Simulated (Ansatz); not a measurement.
# N: the cost of one run

Computed with Ansatz 0.2.0 (DFT PBEsol, scalar-relativistic, unless a step's input says otherwise).

## 1. The structure to begin with

Symmetry: P2_13, No. 198, cubic system. The conventional cell has a = 5.649 Å, b = 5.649 Å, c = 5.649 Å, α = 90.00°, β = 90.00°, γ = 90.00°. N (site symmetry 3) is surrounded by 12 N at 3.78 to 4.25 Å.

Coordinates:

```cif
data_structure
_symmetry_space_group_name_H-M 'P 1'
_symmetry_Int_Tables_number 1
_cell_length_a 5.6490
_cell_length_b 5.6490
_cell_length_c 5.6490
_cell_angle_alpha 90.000
_cell_angle_beta 90.000
_cell_angle_gamma 90.000
_cell_volume 180.27
loop_
_atom_site_label
_atom_site_type_symbol
_atom_site_fract_x
_atom_site_fract_y
_atom_site_fract_z
_atom_site_occupancy
N1 N 0.03000 0.03000 0.03000 1
N2 N 0.47000 0.97000 0.53000 1
N3 N 0.53000 0.47000 0.97000 1
N4 N 0.97000 0.53000 0.47000 1
```

Atoms are numbered in the order of the input: N1, N2, N3, N4.

## 2. After the deformation

Space group P2_13 before, P2_12_12_1 after.

## 3. All-electron LAPW

File input.yaml:

```yaml
crystal:
  lattice:
    - [5.59251, 0.0, 0.0]
    - [0.0, 5.59251, 0.0]
    - [0.0, 0.0, 5.649]
  atoms:
    - { symbol: "N", position: [0.03, 0.03, 0.03] }
    - { symbol: "N", position: [0.47, 0.97, 0.53] }
    - { symbol: "N", position: [0.53, 0.47, 0.97] }
    - { symbol: "N", position: [0.97, 0.53, 0.47] }
kpoints:
  mp_grid: { grid: [4, 4, 4] }
  band_path:
    path:
      - [0.0, 0.0, 0.0]
      - [0.5, 0.0, 0.0]
      - [0.5, 0.5, 0.0]
      - [0.0, 0.5, 0.0]
      - [0.0, 0.0, 0.0]
      - [0.0, 0.0, 0.5]
      - [0.5, 0.0, 0.5]
      - [0.5, 0.5, 0.5]
      - [0.0, 0.5, 0.5]
    npoints: 5
scf:
  occupations: { method: fermi_dirac, width: 0.02 }
hamiltonian:
  xc: pbesol
  pseudopotentials: { kind: all_electron, lapw: { basis_error: 0.001 } }
output:
  forces: true
  stress: true
  eigenvalues: true
```

Launch:

```bash
> ansatz run input.yaml --threads 1 --pin off --max-ram 4096MiB --backend cpu --events-out ev --progress --plain --runs-dir out
```

**Question.** How long does this run take on 1 thread of Arm Neoverse V1, shared host, and how much memory does it need?

About 15 s, with a peak of 0.25 GiB.
